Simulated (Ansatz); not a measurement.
Ti2C, 3 atoms in the cell. The structure is trigonal, space group R-3m (No. 166). Conventional cell: a = 3.081 Å, b = 3.081 Å, c = 14.441 Å, α = 90.00°, β = 90.00°, γ = 120.00°. Ti (site symmetry 3m) is surrounded by 3 C at 2.11 Å. C (site symmetry -3m) is surrounded by 6 Ti at 2.11 Å. The cell comes from a database or a generator and needn't be the stable form of this composition.

* Program: Ansatz 0.2.0
* Task: band structure
* Functional: LDA
* Potentials or basis: Ansatz PAW
* Cutoff: 420 eV (not typed: the program's choice for these potentials)
* k mesh: 10 × 10 × 10
* Occupations: fermi-dirac, width 0.05 eV
* Spin: no spin polarisation
* Path: [["G", "L", "B1"], ["B", "Z", "G", "X"], ["Q", "F", "P1", "Z"], ["L", "P"]]
* Points for each segment of the path: 14

Potentials or basis: Ansatz PAW.

Launch:

```sh
$ ansatz run input.yaml --threads 2 --pin off --max-ram 5632MiB --backend cpu --events-out ev --progress --plain --runs-dir out
```

Hardware: 2 threads of Arm Neoverse V1 (shared host).

Task: How long does it take, and how much memory?

Result: Run time: 4.2 s on 2 threads of Arm Neoverse V1 (shared host), peak memory 0.36 GiB. Counts: scf iterations 6, plane waves 785, k points 116, bands 21.
